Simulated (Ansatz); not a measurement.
# CoSi2 under pressure: fit and missing row

CoSi2, Fm-3m, a = 5.360 Å. Ansatz: PBE, PAW, 420 eV, Γ-centred 14×14×14 mesh on 3 atoms, Gaussian smearing 0.10 eV; no spin polarisation. Cell and atoms are relaxed at each pressure, and no other structure is tried, so the rows at high pressure may lie past a change of phase.

```tsv
V (Å³/atom)	P (GPa)
?	89.99
10.665	50.01
11.504	25.01
12.101	12.00
12.558	4.05
12.761	1.01
12.832	0.00
12.904	-1.00
```

**Question.** Take V0 = 12.832 Å³/atom, fit the third-order Birch–Murnaghan form to the other rows, and predict the missing volume.

**Answer.** With the Eulerian strain f = ½[(V0/V)^(2/3) − 1] and y = P/[3f(1 + 2f)^(5/2)], the form is the line y = B0 + 1.5 B0 (B0′ − 4) f. Rows (f, y): 0.06562, 186.6; 0.03777, 184.0; 0.01994, 181.9; 0.00725, 179.6; 0.00185, 180.3; -0.00186, 180.9. Means f = 0.02176, y = 182.22; Σ(Δf)² = 0.003348, ΣΔfΔy = 0.3286; the slope is their ratio. y = 180.1 + 98.15 f GPa, so B0 = 180.1 GPa and B0′ = 4 + 2 × (98.15)/(3 × 180.1) = 4.36. P = 89.99 GPa is met at f = 0.10009 (y = 189.92), so V = V0 (1 + 2f)^(−3/2) = 9.759 Å³/atom. The run gave 9.751 Å³/atom, so the fit is 0.008 Å³/atom too high, 0.25 % of the span of the series, against an rms of 0.0008 Å³/atom on the fitted rows. The row lies outside the fitted range. A fourth-order term fitted to the same rows gives P = 91.33 GPa at this row's volume (the line 90.46, the run 89.99), no gain.